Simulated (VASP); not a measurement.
# BN (Qingsongite): phonons with PBE

Crystal: BN (Qingsongite).

```
CELL_PARAMETERS angstrom
0.00000 1.81228 1.81228
1.81228 0.00000 1.81228
1.81228 1.81228 0.00000
ATOMIC_POSITIONS crystal
B 0.00000 0.00000 0.00000
N 0.25000 0.25000 0.25000
```

| Item | Value |
| --- | --- |
| Program | VASP 6.6.1 |
| Task | phonons |
| Functional | PBE |
| Potentials or basis | VASP PAW PBE potentials, release 64 (B, N) |
| Cutoff | 600 eV |
| k mesh | 14 × 14 × 14 |
| Occupations | gaussian, width 0.03 eV |
| Spin | no spin polarisation |
| By perturbation theory | no |
| Further INCAR settings | ALGO = Normal; EDIFF = 1e-08; IBRION = 6; POTIM = 0.015; NSW = 1 |

| Quantity | Value |
| --- | --- |
| Highest phonon frequency at Γ, LO-TO splitting left out | 1030 cm⁻¹ |

Phonon frequencies in cm⁻¹ (negative: imaginary):
| q point | frequencies |
| --- | --- |
| (0.000, 0.000, 0.000) | 0 0 0 1030 1030 1030 |

Wall time 45 s on 1 thread of Intel(R) Xeon(R) 6975P-C (Granite Rapids) (shared host), peak memory 0.2 GiB.
